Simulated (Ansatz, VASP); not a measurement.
# One calculation of Se, two programs

Contents of INCAR:

```
SYSTEM = Se
ALGO = Normal
EDIFF = 1E-7
ENCUT = 520
ISIF = 2
ISMEAR = -1
LASPH = .TRUE.
LCHARG = .FALSE.
LREAL = .FALSE.
LWAVE = .FALSE.
NBANDS = 16
NELM = 80
PREC = Accurate
SIGMA = 0.05
```

The input KPOINTS:

```
k-points
0
G
  2 2 1
  0 0 0
```

Contents of POSCAR:

```
Se
1.0
    3.9534579885      0.0000000000      0.0000000000
   -1.9767289943      3.4237950508      0.0000000000
    0.0000000000      0.0000000000      5.1205317866
Se
3
Direct
    0.2543546533      1.0000000000      0.3333333333
    1.0000000000      0.2543546533      0.6666666667
    0.7456453467      0.7456453467      1.0000000000
```

Input for Ansatz:

```yaml
crystal:
  lattice:
    - [3.9534579885, 0.0, 0.0]
    - [-1.9767289943, 3.4237950508, 0.0]
    - [0.0, 0.0, 5.1205317866]
  atoms:
    - { symbol: Se, position: [0.2543546533, 1.0, 0.3333333333] }
    - { symbol: Se, position: [1.0, 0.2543546533, 0.6666666667] }
    - { symbol: Se, position: [0.7456453467, 0.7456453467, 1.0] }
hamiltonian:
  xc: lda
  pseudopotentials:
    kind: paw
    azcp:
      Se: "pseudopotentials/Se.paw.azcp"
basis:
  ecutwfc: 420
  fft_grid_basis: typed
kpoints:
  mp_grid: { grid: [2, 2, 1], shift: [0, 0, 0] }
magnetization:
  spin_polarized: false
scf:
  occupations: { method: fermi_dirac, width: 0.05 }
  lower_state_search: "off"
output:
  stress: true
```

Alike in both runs: task single point; functional LDA; k mesh 2 × 2 × 1; occupations fermi-dirac, width 0.05 eV; no spin polarisation.

```csv
,VASP,Ansatz
version,VASP 6.6.1,Ansatz 0.2.0
potentials or method,"VASP PAW LDA potentials, release 64 (Se)","plane waves (420 eV) with PAW, scalar-relativistic"
plane-wave cutoff (eV),520,420
valence electrons in the cell,18,48
```

|  | VASP | Ansatz | Ansatz less VASP |
| --- | --- | --- | --- |
| pressure (GPa) | -1.2 | -1.4 | -0.18 |
| largest component of the traceless stress (GPa) | 8.66 | 8.69 | +0.033 |

The two sets of potentials don't hold the same shells in valence. Ansatz warned: «pseudo_functional_mismatch».

Caveats: the k mesh is coarse (spacing up to 1.23 Å⁻¹), so the values aren't converged. A k mesh can miss the band edges.
